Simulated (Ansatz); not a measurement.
Runs of Ansatz 0.2.0 on TiSi2. Symmetry: Fddd, No. 70, orthorhombic system. Conventional cell: a = 4.779 Å, b = 8.235 Å, c = 8.526 Å, α = 90.00°, β = 90.00°, γ = 90.00°. Ti (site symmetry 222) has 10 Si at 2.55 to 2.78 Å as nearest neighbours. Si (site symmetry 2) has 5 Si at 2.52 to 2.79 Å and 5 Ti at 2.55 to 2.78 Å as nearest neighbours. The cell is a database's computed one.

```tsv
task	level	cutoff (eV)	gap on the mesh (eV)	pressure (GPa)	V0 of scaled cells (Å³/atom)	B0 (GPa)	largest force (eV/Å)
single point	PBEsol	238	none	-2.0	-	-	(b)
equation of state	PBE	-	-	-	14.18	143	-
single point	PBE	238	none	2.1	-	-	0.02
equation of state	PBEsol	-	-	-	(a)	154	-
```

Alike in all rows: potentials or basis all-electron LAPW, scalar-relativistic; no spin polarisation; cell as given; k mesh 7 × 7 × 7; smearing fermi-dirac 0.05 eV; basis error allowed 0.001 eV/atom.

Task: Fill in the values left out.

Result: (a) 13.80; (b) 0.05.

Caveats: the cell was scaled at fixed shape and fractional positions, which overstates the stiffness of a crystal with free parameters, most of all of layers and chains (some runs).

A k mesh can miss the band edges.

A gap of «none» marks a metal or a gap under the smearing width.

Not every run made on this cell is shown here.
